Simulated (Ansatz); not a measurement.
Si

```
Si
1.0
     0.00000    2.73492    2.73492
     2.73492    0.00000    2.73492
     2.73492    2.73492    0.00000
Si
2
Direct
  0.00000 0.00000 0.00000
  0.25000 0.25000 0.25000
```

Atoms are numbered in the order listed.

The conventional cell has a = 5.470 Å, b = 5.470 Å, c = 5.470 Å, α = 90.00°, β = 90.00°, γ = 90.00°. Around Si (atom 1) lie 4 Si at 2.37 Å.

The structure comes from a relaxation in the same program, started in the diamond type, and has space group Fd-3m. Whether it is a known phase or the ground state wasn't checked.

These are results of DFT, PBE, all-electron LAPW, scalar-relativistic (Ansatz 0.2.0), not measurements.

Sampling and basis: a Γ-centred 13×13×13 k mesh, Fermi–Dirac smearing of 0.05 eV, basis error target 0.25 meV/atom, no spin polarisation.

```yaml
Volume_per_atom: 20.46 Å³
Pressure_at_this_cell: -0.1 kbar
```

(1) Band gap: what does the calculation give?

(2) Give the computed value. Smallest direct gap on the path.

## Answers

(1) 0.62 eV, indirect from Γ to the line Γ–X (0.5, 0, 0.5).

(2) 2.55 eV.
